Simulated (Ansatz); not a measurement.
C:

```
C
1.0
     1.23319    0.71198    8.28262
    -1.23319    0.71198    8.28262
     0.00000   -1.42396    8.28262
C
4
Direct
  0.08717 0.08717 0.08717
  0.75385 0.75385 0.75385
  0.24615 0.24615 0.24615
  0.91283 0.91283 0.91283
```

This isn't the form of C at room conditions, which is graphite.

Base run:

```yaml
Program: Ansatz 0.2.0
Functional: PBE0
Potentials_or_basis: Ansatz PAW
Cutoff: 420 eV
Density_cutoff: 1680 eV
k_mesh: 8 × 8 × 8
Occupations: fermi-dirac, width 0.05 eV
Spin: no spin polarisation
```

Its results: band gap on the k mesh 2.68 eV, direct; largest force 0.016 eV/Å.

**Question.** The run is repeated on the same cell with these changes: functional from PBE0 to r2SCAN; cutoff from 420 eV to 500 eV; density cutoff from 1680 eV to 2000 eV; k mesh from 8 × 8 × 8 to 12 × 12 × 12. What comes out?

**Answer.** Band gap on the k mesh 0.20 eV, direct; largest force 0.005 eV/Å.

Several settings changed at once, so the effect can't be laid on one alone.

Caveats: the PAW data sets come from PBE, with cores solved anew for the run's functional, which leaves a small shift of forces and pressure; the k mesh misses the band edges, so the gap on the mesh is wider than the one along the path (some runs).

Not every run made on this cell is shown here.
